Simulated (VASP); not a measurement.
Input:

```
MgF2
1.0
    4.60315     0.00000     0.00000
    0.00000     4.60315     0.00000
    0.00000     0.00000     3.03544
Mg F
2 4
Direct
  0.00000   0.00000   0.00000
  0.50000   0.50000   0.50000
  0.30305   0.30305   0.00000
  0.80305   0.19695   0.50000
  0.19695   0.80305   0.50000
  0.69695   0.69695   0.00000
```

These are r2SCAN meta-GGA, VASP's PBE PAW potentials (set 64) (plane waves; VASP) values and carry that method's errors. Numerical set-up: 520 eV cut-off, 6×6×9 Γ-centred mesh, Gaussian smearing of 0.010 eV, potentials Mg F.

**Question.** Give the direction-averaged independent-particle dielectric function (no local fields, no excitons; a broadening of 0.1 eV leaves a tail below the gap, and fine structure carries the noise of the k-mesh).

**Answer.** 
```csv
ħω (eV),ε₁,ε₂
0.00,1.87,0.00
0.60,1.87,0.00
1.20,1.88,0.00
1.90,1.88,0.00
2.50,1.89,0.00
3.20,1.91,0.00
3.80,1.92,0.00
4.50,1.95,0.00
5.10,1.97,0.01
5.80,2.01,0.01
6.40,2.06,0.01
7.00,2.11,0.01
7.70,2.21,0.02
8.30,2.37,0.06
9.00,2.51,0.29
9.60,2.39,0.53
10.30,2.37,0.76
10.90,2.35,0.44
11.60,2.19,0.71
12.20,2.29,0.80
12.90,2.24,0.87
13.50,2.19,1.10
14.10,2.18,1.11
14.80,2.16,1.30
15.40,1.87,1.35
16.10,1.91,1.05
16.70,1.86,1.15
17.40,1.86,1.14
18.00,2.00,1.68
18.70,1.65,1.74
19.30,1.47,1.90
20.00,1.35,2.11
```
ε₂ peaks at 10.4 eV (height 0.8), 14.9 eV (height 1.4); ε₁(0) averages 1.87, so the electronic refractive index below the gap tends to √1.87 = 1.37.

The compound is MgF2 in the rutile structure. It was relaxed first.
